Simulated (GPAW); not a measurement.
Wanted: an ASE script for a GPAW 26.7.0 run.

| Item | Value |
| --- | --- |
| Task | dielectric tensor |
| Functional | LDA |
| Potentials or basis | the program's PAW data sets (release 1.2.1) made for this functional |
| Cutoff | 450 eV |
| Basis | pw |
| k mesh | 6 × 6 × 3 |
| Occupations | fermi-dirac, width 0.001 eV |
| Spin | no spin polarisation |
| Response ecut | 80 eV |
| Maxiter | 150 |
| Response k mesh | 9 × 9 × 4 |
| Response bands | 54 |
| Kernels | ["RPA", "LR0.3", "LR0.1"] |
| Coarser k mesh | 7 × 7 × 3 |

Cl:

```xyz
4
Lattice="3.1450 -2.2500 0.0000 3.1450 2.2500 0.0000 0.0000 0.0000 8.2100" Properties=species:S:1:pos:R:3 pbc="T T T"
Cl    3.1450    0.5850    3.2840
Cl    3.1450    1.6650    7.3890
Cl    3.1450   -0.5850    4.9260
Cl    3.1450   -1.6650    0.8210
```

One way to write it, as run:

run.py

```python
import numpy as np
from ase import Atoms
from ase.dft.bandgap import bandgap
from ase.io import write
from gpaw import GPAW, PW
from gpaw.response.df import DielectricFunction

atoms = Atoms(['Cl', 'Cl', 'Cl', 'Cl'],
              cell=[[3.145, -2.25, 0.0],
                    [3.145, 2.25, 0.0],
                    [0.0, 0.0, 8.21]],
              scaled_positions=[[0.37, 0.63, 0.4],
                                [0.13, 0.87, 0.9],
                                [0.63, 0.37, 0.6],
                                [0.87, 0.13, 0.1]],
              pbc=True)

calc = GPAW(mode=PW(450),
            xc='LDA',
            kpts={'size': (6, 6, 3), 'gamma': True},
            occupations={'name': 'fermi-dirac', 'width': 0.001},
            nbands=26,
            convergence={'density': 1e-06},
            maxiter=150,
            txt='gpaw.txt')
atoms.calc = calc
energy = atoms.get_potential_energy()
calc.write('gs.gpw')
write('result.traj', atoms)
print(f'Energy: {energy:.6f} eV')
print('Fermi level:', round(calc.get_fermi_level(), 4), 'eV')
print(f'Gap: {bandgap(calc)[0]:.4f} eV, direct: {bandgap(calc, direct=True)[0]:.4f} eV')

for size in [(7, 7, 3), (9, 9, 4)]:
    name = 'x'.join(str(n) for n in size)
    dense = calc.fixed_density(kpts={'size': size, 'gamma': True},
                               nbands=60, convergence={'bands': 54, 'eigenstates': 1e-7},
                               update_fermi_level=True, txt=f'dense-{name}.txt')
    dense.write(f'{name}.gpw', mode='all')
    df = DielectricFunction(f'{name}.gpw', frequencies=np.array([0.0]), hilbert=False, eta=0.001,
                            ecut=80, nbands=54, intraband=False, txt=f'df-{name}.txt')
    for xc in ['RPA', 'LR0.3', 'LR0.1']:
        for direction in ['x', 'y', 'z', [0, 1, 1], [1, 0, 1], [1, 1, 0]]:
            e0, e = df.get_macroscopic_dielectric_constant(xc=xc, direction=direction)
            print(f'{name} {xc} {direction}: {e0:.4f} without, {e:.4f} with local fields')
```

Potentials or basis: the program's PAW data sets (release 1.2.1) made for this functional, pw.

Launch:

```sh
$ OMP_NUM_THREADS=1 python run.py
```

It gave:

The band gap on the k mesh is 2.33 eV, indirect (least direct gap 2.39 eV) and the electronic dielectric tensor (diagonal) is 2.24, 3.05, 4.30.

Caveat: the long-wavelength limit can be off by a per cent or two; an odd mesh through Γ misses points on the zone boundary, where band edges often lie.

It took 7 min on 1 thread of Arm Neoverse V2, on a shared host, peak memory 0.69 GiB.
